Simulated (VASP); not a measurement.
# ZrSe2 in VASP: a series of runs, part 2 of 2

VASP 6.6.1. Earlier steps stand in the parts before.

### Step 3. Relaxation of cell and atoms, PBE

File INCAR:

```
ALGO     = Normal         # electronic algorithm
EDIFF    = 1E-7           # SCF threshold, eV
EDIFFG   = -0.005         # ionic threshold
ENCUT    = 600            # plane-wave cutoff, eV
GGA      = PE             # functional
IBRION   = 2              # ionic algorithm
ISIF     = 3              # what is computed and relaxed
ISMEAR   = 0              # smearing method
LASPH    = True           # aspherical terms in the spheres
LATTICE_CONSTRAINTS= .TRUE. .TRUE. .FALSE.
LCHARG   = False          # write CHGCAR
LREAL    = False          # projectors in reciprocal space
LWAVE    = False          # write WAVECAR
NELM     = 80             # most SCF steps
NSW      = 90             # ionic steps
PREC     = Accurate       # precision mode
SIGMA    = 0.03           # smearing width, eV
```

File KPOINTS:

```
k-points
0
Gamma
  9 9 1
```

File POSCAR:

```
ZrSe2                                   
1.0
    3.8005834217      0.0000000000      0.0000000000
   -1.9002917108      3.2914017888      0.0000000000
    0.0000000000      0.0000000000     27.2880000000
  Se              Zr            
     4     2
Direct
     0.6666666699999979    0.3333333300000021    0.3166494382645070
     0.3333333300000021    0.6666666699999979    0.4326591940649364
     0.6666666699999979    0.3333333300000021    0.5673408059350638
     0.3333333300000021    0.6666666699999979    0.6833505617354931
     0.0000000000000000    0.0000000000000000    0.3746381614803508
     0.0000000000000000    0.0000000000000000    0.6253618385196491
```

Potentials or basis: VASP PAW PBE potentials, release 64 (Se, Zr_sv).

On the command line:

```sh
$ cat potpaw_PBE.64/Se/POTCAR potpaw_PBE.64/Zr_sv/POTCAR > POTCAR
$ mpirun -np 1 vasp_std > vasp.out
```

OUTCAR:

```text
EDIFF = 1E-7
   EDIFFG = -0.005
   ENCUT = 600
   GGA = PE
   IBRION = 2
   ISIF = 3
   ISMEAR = 0
   LASPH = True
   LREAL = False
   NELM = 80
   NSW = 90
   PREC = Accurate

 ion  position               nearest neighbor table
   1  0.667  0.333  0.317-   5 2.71   5 2.71   5 2.71
   2  0.333  0.667  0.433-   5 2.71   5 2.71   5 2.71
   3  0.667  0.333  0.567-   6 2.71   6 2.71   6 2.71
   4  0.333  0.667  0.683-   6 2.71   6 2.71   6 2.71
   5  0.000  0.000  0.375-   1 2.71   1 2.71   1 2.71   2 2.71   2 2.71   2 2.71
   6  0.000  0.000  0.625-   4 2.71   4 2.71   4 2.71   3 2.71   3 2.71   3 2.71

  LATTYP: Found a hexagonal cell.
 ALAT       =     3.8005834217
 C/A-ratio  =     7.1799502793

  Lattice vectors:

 A1 = (   3.8005834217,   0.0000000000,   0.0000000000)
 A2 = (  -1.9002917108,   3.2914017888,   0.0000000000)
 A3 = (   0.0000000000,   0.0000000000,  27.2880000000)

Analysis of symmetry for initial positions (statically):
=====================================================================
 Subroutine PRICEL returns:
 Original cell was already a primitive cell.

 Routine SETGRP: Setting up the symmetry group for a
 hexagonal supercell.

 Subroutine GETGRP returns: Found 12 space group operations
 (whereof 12 operations were pure point group operations)
 out of a pool of 24 trial point group operations.

The static configuration has the point symmetry D_3d.

Analysis of symmetry for dynamics (positions and initial velocities):
=====================================================================
 Subroutine PRICEL returns:
 Original cell was already a primitive cell.

 Routine SETGRP: Setting up the symmetry group for a
 hexagonal supercell.

 Subroutine GETGRP returns: Found 12 space group operations
 (whereof 12 operations were pure point group operations)
 out of a pool of 24 trial point group operations.

The dynamic configuration has the point symmetry D_3d.

 Subroutine INISYM returns: Found 12 space group operations
 (whereof 12 operations are pure point group operations),
 and found     1 'primitive' translations

----------------------------------------------------------------------------------------

                                     Primitive cell

  volume of cell :     341.3523

  direct lattice vectors                    reciprocal lattice vectors
     3.800583422  0.000000000  0.000000000     0.263117498  0.151910958  0.000000000
    -1.900291711  3.291401789  0.000000000     0.000000000  0.303821917  0.000000000
     0.000000000  0.000000000 27.288000000     0.000000000  0.000000000  0.036646145

  length of vectors
[... 117 lines left out ...]

 number of electron      48.0000004 magnetization

 Free energy of the ion-electron system (eV)
  ---------------------------------------------------
  ext. energy  EPLUGINS =         0.00000000
  ---------------------------------------------------
  free energy    TOTEN  =       -39.19591325 eV

  energy without entropy =      -39.19591325  energy(sigma->0) =      -39.19591325

------------------------ aborting loop because EDIFF is reached ----------------------------------------

  FORCE on cell =-STRESS in cart. coord.  units (eV):
  Direction    XX          YY          ZZ          XY          YZ          ZX
  --------------------------------------------------------------------------------------
  -------------------------------------------------------------------------------------
  Total        0.0157240      0.0157240      0.0238026      0.0000000      0.0000000      0.0000000
  in kB        0.0738024      0.0738024      0.1117201      0.0000000      0.0000000      0.0000000
  external PRESSURE =       0.0864417 kB  Pullay stress =       0.0000000 kB

 VOLUME and BASIS-vectors are now :
 -----------------------------------------------------------------------------
  energy-cutoff  :      600.00
  volume of cell :      341.35
      direct lattice vectors                 reciprocal lattice vectors
     3.800583422  0.000000000  0.000000000     0.263117498  0.151910958  0.000000000
    -1.900291711  3.291401789  0.000000000     0.000000000  0.303821917  0.000000000
     0.000000000  0.000000000 27.288000000     0.000000000  0.000000000  0.036646145

 POSITION                                       TOTAL-FORCE (eV/Angst)
 -----------------------------------------------------------------------------------
      1.90029      1.09713      8.64073         0.000000     -0.000000     -0.007883
     -0.00000      2.19427     11.80640         0.000000     -0.000000     -0.000029
      1.90029      1.09713     15.48160        -0.000000      0.000000      0.000029
     -0.00000      2.19427     18.64727        -0.000000      0.000000      0.007883
      0.00000      0.00000     10.22313        -0.000000      0.000000      0.005787
      0.00000      0.00000     17.06487        -0.000000     -0.000000     -0.005787
 -----------------------------------------------------------------------------------
    total drift:                               -0.000000     -0.000000     -0.000000

  FREE ENERGIE OF THE ION-ELECTRON SYSTEM (eV)
  ---------------------------------------------------
  free  energy   TOTEN  =       -39.1959132531 eV

  energy  without entropy=      -39.1959132531  energy(sigma->0) =      -39.19591325

--------------------------------------- Ionic step        2  -------------------------------------------

 number of electron      48.0000004 magnetization

 Free energy of the ion-electron system (eV)
  ---------------------------------------------------
  ext. energy  EPLUGINS =         0.00000000
  ---------------------------------------------------
  free energy    TOTEN  =       -39.19591727 eV

  energy without entropy =      -39.19591727  energy(sigma->0) =      -39.19591727

 E-fermi :  -0.9312     XC(G=0):  -4.7375

 val. band max:       -1.1776438263   @ k =   0.0000   0.0000   0.0000
 cond. band min:      -0.6973130468   @ k =   0.4444   0.0000   0.0000
 fundamental gap:      0.4803307795
 Fermi energy:        -0.9312387390

 k-point     1 :       0.0000    0.0000    0.0000
  band No.  band energies     occupation
      1     -50.6538      2.00000
      2     -50.6538      2.00000
      3     -28.6857      2.00000
      4     -28.6857      2.00000
      5     -28.5818      2.00000
      6     -28.5818      2.00000
[... 361 lines left out ...]
     27       1.1769      0.00000
     28       1.1769      0.00000

------------------------ aborting loop because EDIFF is reached ----------------------------------------

  FORCE on cell =-STRESS in cart. coord.  units (eV):
  Direction    XX          YY          ZZ          XY          YZ          ZX
  --------------------------------------------------------------------------------------
  -------------------------------------------------------------------------------------
  Total       -0.0132177     -0.0132177     -0.0014549     -0.0000000      0.0000000      0.0000000
  in kB       -0.0620230     -0.0620230     -0.0068269     -0.0000000      0.0000000      0.0000000
  external PRESSURE =      -0.0436243 kB  Pullay stress =       0.0000000 kB

 VOLUME and BASIS-vectors are now :
 -----------------------------------------------------------------------------
  energy-cutoff  :      600.00
  volume of cell :      341.44
      direct lattice vectors                 reciprocal lattice vectors
     3.801063921  0.000000000  0.000000000     0.263084237  0.151891755  0.000000000
    -1.900531961  3.291817914  0.000000000    -0.000000000  0.303783510  0.000000000
     0.000000000  0.000000000 27.288000000     0.000000000  0.000000000  0.036646145

 POSITION                                       TOTAL-FORCE (eV/Angst)
 -----------------------------------------------------------------------------------
      1.90053      1.09727      8.64035         0.000000      0.000000     -0.000798
     -0.00000      2.19455     11.80640         0.000000     -0.000000     -0.000884
      1.90053      1.09727     15.48160        -0.000000      0.000000      0.000884
     -0.00000      2.19455     18.64765        -0.000000     -0.000000      0.000798
      3.80106      0.00000     10.22341        -0.000000      0.000000     -0.000470
      1.90053      3.29182     17.06459        -0.000000      0.000000      0.000470
 -----------------------------------------------------------------------------------
    total drift:                                0.000000      0.000000      0.000000

  FREE ENERGIE OF THE ION-ELECTRON SYSTEM (eV)
  ---------------------------------------------------
  free  energy   TOTEN  =       -39.1959172718 eV

  energy  without entropy=      -39.1959172718  energy(sigma->0) =      -39.19591727

 reached required accuracy - stopping structural energy minimisation
```

Run time: 4.1 min. Hardware: 1 thread of Intel Xeon 6975P-C (Granite Rapids), shared host; peak memory 0.55 GiB.

Results:

- Free energy: -39.1959 eV
- Relaxed volume: 56.91 Å³/atom
- Relaxed cell: a = 3.801 Å, b = 3.801 Å, c = 27.288 Å, α = 90.00°, β = 90.00°, γ = 120.00°
- Space group after relaxing (to 0.05 Å): P-3m1 (No. 164)
- Energy gained by relaxing: 0.0 meV/atom
- Ionic steps: 2
- Band gap on the k mesh: 0.48 eV, indirect (least direct gap 1.11 eV)

Final structure:
```cif
data_structure
_symmetry_space_group_name_H-M 'P 1'
_symmetry_Int_Tables_number 1
_cell_length_a 3.8011
_cell_length_b 3.8011
_cell_length_c 27.2880
_cell_angle_alpha 90.000
_cell_angle_beta 90.000
_cell_angle_gamma 120.000
_cell_volume 341.44
loop_
_atom_site_label
_atom_site_type_symbol
_atom_site_fract_x
_atom_site_fract_y
_atom_site_fract_z
_atom_site_occupancy
Se1 Se 0.66667 0.33333 0.31664 1
Se2 Se 0.33333 0.66667 0.43266 1
Se3 Se 0.66667 0.33333 0.56734 1
Se4 Se 0.33333 0.66667 0.68336 1
Zr1 Zr 0.00000 0.00000 0.37465 1
Zr2 Zr 0.00000 0.00000 0.62535 1
```

Levels at points of the mesh, in eV from the valence-band top:
| k point | band 22 | band 23 | band 24 | band 25 | band 26 | band 27 |
| --- | --- | --- | --- | --- | --- | --- |
| (0.00, 0.00, 0.00) | -0.03 | 0.00 | 0.00 | 1.11 | 1.11 | 1.12 |

Caveat: without dispersion, layers of such crystals drift apart on relaxing, which shifts levels and gaps; volumes and pressures include the vacuum.

### Step 4. Relaxation of cell and atoms, PBE+D3(BJ)

File INCAR:

```
SYSTEM = ZrSe2
  PREC = Accurate
  ENCUT = 600
  EDIFF = 1E-6
  ISMEAR = 0
  SIGMA = 0.03
  LREAL = .FALSE.
  LASPH = .TRUE.
  NELM = 80
  ALGO = Normal
  ISIF = 3
  LWAVE = .FALSE.
  LCHARG = .FALSE.
  GGA = PE
  IVDW = 12
  IBRION = 2
  NSW = 90
  EDIFFG = -0.01
  LATTICE_CONSTRAINTS = .TRUE. .TRUE. .FALSE.
  KPAR = 4
```

File KPOINTS:

```
regular mesh
0
G
  9 9 1
  0 0 0
```

File POSCAR:

```
ZrSe2
1.0
    3.7980000000      0.0000000000      0.0000000000
   -1.8990000000      3.2891644800      0.0000000000
    0.0000000000      0.0000000000     27.2880000000
Se Zr
4 2
Direct
    0.6666666700      0.3333333300      0.3298153000
    0.3333333300      0.6666666700      0.4432717700
    0.6666666700      0.3333333300      0.5567282300
    0.3333333300      0.6666666700      0.6701847000
    0.0000000000      0.0000000000      0.3865435400
    0.0000000000      0.0000000000      0.6134564600
```

On the command line:

```sh
$ cat potpaw_PBE.64/Se/POTCAR potpaw_PBE.64/Zr_sv/POTCAR > POTCAR
$ mpirun -np 4 vasp_std > vasp.out
```

Wall time 7.1 min (4 MPI ranks of Intel Xeon 6975P-C (Granite Rapids), shared host); peak memory 0.61 GiB.

It converged, with:

```
Free energy                            : -41.1313 eV
Relaxed volume                         : 55.31 Å³/atom
Relaxed cell                           : a = 3.747 Å, b = 3.747 Å, c = 27.288 Å, α = 90.00°, β = 90.00°, γ = 120.00°
Space group after relaxing (to 0.05 Å) : P-3m1 (No. 164)
Energy gained by relaxing              : 7.6 meV/atom
Ionic steps                            : 26
Largest force after relaxing           : 0.008 eV/Å
Band gap on the k mesh                 : 0.29 eV, indirect (least direct gap 1.05 eV)
Dispersion energy per atom             : -0.335 eV
```

Forces in eV/Å, atoms in the order of the input:
```
Se   0.000  0.000 -0.008
Se   0.000  0.000  0.001
Se   0.000  0.000 -0.001
Se   0.000  0.000  0.008
Zr   0.000  0.000  0.008
Zr   0.000  0.000 -0.008
```

Step by step:
| step | energy change (eV) | largest force (eV/Å) | pressure (GPa) | volume (Å³) |
| --- | --- | --- | --- | --- |
| 1 | 0.0000 | 0.3210 | -0.01 | 340.89 |
| 2 | -0.0204 | 0.2728 | 0.09 | 337.30 |
| 3 | -0.0374 | 0.1589 | 0.31 | 329.60 |
| 4 | -0.0358 | 0.1886 | -0.47 | 332.66 |
| 5 | -0.0414 | 0.0397 | -0.05 | 330.98 |
| 6 | -0.0414 | 0.0421 | -0.06 | 331.01 |
| 7 | -0.0417 | 0.0279 | -0.07 | 331.40 |
| 8 | -0.0419 | 0.0494 | -0.09 | 332.01 |
| 9 | -0.0420 | 0.0396 | -0.07 | 332.01 |
| 10 | -0.0422 | 0.0382 | -0.04 | 332.01 |
| 11 | -0.0423 | 0.0750 | 0.01 | 332.00 |
| 12 | -0.0423 | 0.0625 | 0.00 | 332.00 |
| 13 | -0.0425 | 0.0614 | -0.01 | 332.13 |
| 14 | -0.0429 | 0.0587 | -0.05 | 332.50 |
| 15 | -0.0432 | 0.0536 | -0.12 | 333.24 |
| 16 | -0.0434 | 0.0518 | -0.12 | 333.21 |
| 17 | -0.0438 | 0.0507 | -0.11 | 333.14 |
| 18 | -0.0444 | 0.0458 | -0.08 | 332.99 |
| 19 | -0.0453 | 0.0351 | -0.04 | 332.69 |
| 20 | -0.0452 | 0.0302 | 0.06 | 332.09 |
| 21 | -0.0456 | 0.0255 | 0.01 | 332.44 |
| 22 | -0.0456 | 0.0245 | 0.01 | 332.42 |
| 23 | -0.0457 | 0.0179 | 0.00 | 332.35 |
| 24 | -0.0457 | 0.0129 | -0.01 | 332.18 |
| 25 | -0.0457 | 0.0160 | -0.02 | 332.15 |
| 26 | -0.0457 | 0.0083 | 0.01 | 331.87 |

Final structure:
```
Se Zr
1.0
     3.74740    0.00000    0.00000
    -1.87370    3.24534    0.00000
     0.00000    0.00000   27.28800
Se Zr
4 2
Cartesian
  1.8737 1.0818 9.0181
  0.0000 2.1636 12.2109
  1.8737 1.0818 15.0771
  0.0000 2.1636 18.2699
  -1.8737 3.2453 10.6158
  0.0000 0.0000 16.6722
```

Levels at points of the mesh, in eV from the valence-band top:
```
           k point  band 20  band 21  band 22  band 23  band 24  band 25  band 26  band 27  band 28
(0.00, 0.00, 0.00)    -0.61    -0.13    -0.13     0.00     0.00     1.05     1.05     1.07     1.07
```
